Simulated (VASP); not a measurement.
The system is C2H4, in a box.

```
C H
1.0
    13.01462    0.00000    0.00000
     0.00000   13.51462    0.00000
     0.00000    0.00000   14.01462
C H
2 4
Direct
  0.54320 0.48753 0.48122
  0.45575 0.52027 0.51924
  0.56512 0.40961 0.48436
  0.59687 0.53715 0.44522
  0.43422 0.59831 0.51588
  0.40234 0.47027 0.55517
```

Base run:

| Quantity | Value |
| --- | --- |
| Program | VASP 6.6.1 |
| Functional | RPBE |
| Dispersion | D3(BJ) |
| Potentials or basis | VASP PAW PBE potentials, release 64 (C, H) |
| Cutoff | 400 eV |
| k mesh | 1 × 1 × 1 |
| Occupations | gaussian, width 0.01 eV |
| Spin | no spin polarisation |

Its results: gap between the frontier levels 5.68 eV; largest force 0.264 eV/Å.

Q: After a change of settings the same cell gave: gap between the frontier levels 7.06 eV; largest force 0.317 eV/Å. Which change was it?
A. functional from RPBE to HSE06; further incar settings from ALGO = Normal; EDIFF = 1e-06; ISYM = 0 to ALGO = Damped; EDIFF = 1e-06; ISYM = 0
B. functional from RPBE to r2SCAN; dispersion from D3(BJ) to rVV10
C. dispersion from D3(BJ) to none
D. functional from RPBE to PBEsol; dispersion from D3(BJ) to none

A: A.

Caveats: the PAW data sets were made with another functional, which shifts forces and pressure a little.

Runs at the PBE level aren't shown here.
